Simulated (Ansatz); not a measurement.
Bi2Se3 (Paraguanajuatite):

```
Bi Se
1.0
     2.07150    1.19598    9.54533
    -2.07150    1.19598    9.54533
     0.00000   -2.39196    9.54533
Bi Se
2 3
Cartesian
  0.0000 0.0000 17.1587
  0.0000 0.0000 11.4773
  0.0000 0.0000 22.5738
  0.0000 0.0000 6.0622
  0.0000 0.0000 0.0000
```

Base run:

```yaml
Program: Ansatz 0.2.0
Functional: PBE
Potentials_or_basis: Ansatz PAW
Cutoff: "420 eV (not typed: the program's choice for these potentials)"
k_mesh: 8 × 8 × 8
Occupations: fermi-dirac, width 0.05 eV
Spin: no spin polarisation
```

Its results: band gap on the k mesh 0.22 eV, direct; pressure 2.5 GPa; largest force 0.159 eV/Å.

Q: The run is repeated on the same cell with these changes: functional from PBE to LDA. What comes out?

A: Band gap on the k mesh 0.09 eV, direct; pressure -1.8 GPa; largest force 0.118 eV/Å.

LDA binds more tightly than PBE, so the same cell stands under less pressure.

Caveats: spin-orbit coupling is left out, which as a rule narrows the gap of such compounds by several tenths of an eV; the PAW data sets come from PBE, with cores solved anew for the run's functional, which leaves a small shift of forces and pressure (some runs).
